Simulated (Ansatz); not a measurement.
## A series in volume per atom on YN

All results are calculated (Ansatz 0.2.0). Periodic Kohn-Sham DFT of a crystal at fixed atoms; pressure and stress are positive in compression; the energy is the free energy less that of spherical unpolarised free atoms; site moments are those in the method's own spheres, positive along +z.

Cell of the first row (space group Fm-3m, No. 225):
```
YN
1.0
      0.0000     2.3887     2.3887
      2.3887     0.0000     2.3887
      2.3887     2.3887     0.0000
Y N
1 1
Direct
  0.00000 0.00000 0.00000
  0.50000 0.50000 0.50000
```

Settings of every row: method all-electron LAPW; functional LDA; relativity scalar; k mesh 11x11x11; filling fermi-dirac; smearing width 0.03 eV; basis error target 1 meV/atom; nucleus gaussian.

Atom start moment: 0 on all atoms.

Limits of some rows: small gap, it may come from the mesh (row 3, 4, 5, 6, 7, 8, 9).

| row | volume per atom (Å³) | energy less free atoms (eV/atom) | pressure (GPa) |
| --- | --- | --- | --- |
| 1 | 13.63 | -9.0336 | 5.158 |
| 2 | 13.92 | -9.0391 | 1.058 |
| 3 | 14.21 | -9.0376 | -2.629 |
| 4 | 14.355 | -9.0345 | -4.329 |
| 5 | 14.5 | ? | ? |
| 6 | 14.645 | -9.0238 | -7.468 |
| 7 | 14.79 | -9.0163 | -8.915 |
| 8 | 15.08 | -8.9977 | -11.586 |
| 9 | 15.37 | -8.9746 | -13.983 |

Question: what energy less free atoms and pressure should row 5 give?

Worked fit of energy less free atoms. Take u = (V_r/V)^(2/3) − 1 with V_r = 14.5 Å³ an atom, which is twice the finite (Eulerian) strain; such expansions in the strain, on which the Birch-Murnaghan equation of state is built, carry the rest volume and the bulk modulus. The shown rows have u = 0.04211, 0.02759, 0.01356, 0.00672, -0.00661, -0.01311, -0.02581, -0.0381. Least squares give energy less free atoms = −9.02982 − 0.8043 × u + 16.96 × u² eV/atom; a straight line predicts inner rows, each left out in turn, worse (root mean square 0.0087 against 5.6e-05 eV/atom). The rows lie off it by 0.0000, 0.0000, 0.0000, 0.0000, 0.0000, 0.0001, 0.0001, 0.0000. Its lowest point lies at u = 0.0237, or V = 14 Å³ an atom, and the curvature there gives the bulk modulus at fixed shape and fractions, B = (4/9)(1 + u)² E″(u)/V = 181 GPa. The withheld row has u = 0, so the fit gives −9.02982 − 0.8043 × (0) + 16.96 × (0)² = -9.0298 eV/atom.

The calculation gave -9.0298 eV/atom. The fit meets it to the printed digit.

Worked fit of pressure. Take u = (V_r/V)^(2/3) − 1 with V_r = 14.5 Å³ an atom, which is twice the finite (Eulerian) strain; such expansions in the strain, on which the Birch-Murnaghan equation of state is built, carry the rest volume and the bulk modulus. The shown rows have u = 0.04211, 0.02759, 0.01356, 0.00672, -0.00661, -0.01311, -0.02581, -0.0381. Least squares give pressure = −5.9406 + 235.321 × u + 652.62 × u² + 429 × u³ GPa; a parabola predicts inner rows, each left out in turn, worse (root mean square 0.007 against 0.00086 GPa). The rows lie off it by 0.000, 0.000, 0.000, 0.001, 0.000, -0.001, 0.001, 0.000. The pressure vanishes at u = 0.0237, or V = 14 Å³ an atom, and there the bulk modulus at fixed shape and fractions is B = −V dP/dV = (2/3)(1 + u) dP/du = 182 GPa. The withheld row has u = 0, so the fit gives −5.9406 + 235.321 × (0) + 652.62 × (0)² + 429 × (0)³ = -5.941 GPa.

The calculation gave -5.94 GPa. The fit lies 0.001 GPa (0.0052 % of the column's range) below it, one unit of the last digit.
